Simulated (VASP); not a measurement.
Here is a VASP 6.6.1 calculation.

File POSCAR:

```
Rb
4.8541
   -0.577346985023      0.577346985023      0.577346985023
    0.577346985023     -0.577346985023      0.577346985023
    0.577346985023      0.577346985023     -0.577346985023
Rb
1
Direct
    0.0000000000      0.0000000000      0.0000000000
```

Contents of INCAR.step1:

```
PREC = Accurate ; ENCUT = 520
EDIFF = 1E-5 ; ISMEAR = 1
SIGMA = 0.2 ; LREAL = F
LASPH = T ; NELM = 80
ALGO = Normal ; ISIF = 2
LWAVE = T ; LCHARG = F
GGA = PE
```

INCAR.step2

```
PREC = Accurate ; ENCUT = 520
EDIFF = 1E-6 ; ISMEAR = 1
SIGMA = 0.2 ; LREAL = F
LASPH = T ; NELM = 80
ALGO = Normal ; ISIF = 2
LWAVE = F ; LCHARG = F
METAGGA = SCAN ; LHFCALC = T
AEXX = 0.25 ; LMIXTAU = T
PRECFOCK = Normal ; HFRCUT = -1
IVDW = 11 ; LORBIT = 11
ISTART = 1
```

Contents of KPOINTS:

```
regular mesh
0
Gamma
  4 4 4
```

Potentials or basis: VASP PAW PBE potentials, release 64 (Rb_sv).

Command:

```sh
$ cat potpaw_PBE.64/Rb_sv/POTCAR > POTCAR
$ cp INCAR.step1 INCAR
$ mpirun -np 1 vasp_std > vasp.out
$ cp INCAR.step2 INCAR
$ mpirun -np 1 vasp_std > vasp.out
```

(1) What does it give for the dispersion energy per atom?

(2) Estimate the pressure.

(3) Predict the band gap on the k mesh.

Answers

(1) -0.020 eV.

(2) 0.2 GPa.

(3) none (metal or under the smearing width).

Caveat: the k mesh is coarse (spacing up to 0.40 Å⁻¹), so the values aren't converged, least of all with exact exchange; the PAW data sets were made with another functional, which shifts forces and pressure a little; pairwise dispersion overbinds metals, which lowers pressure and volume.
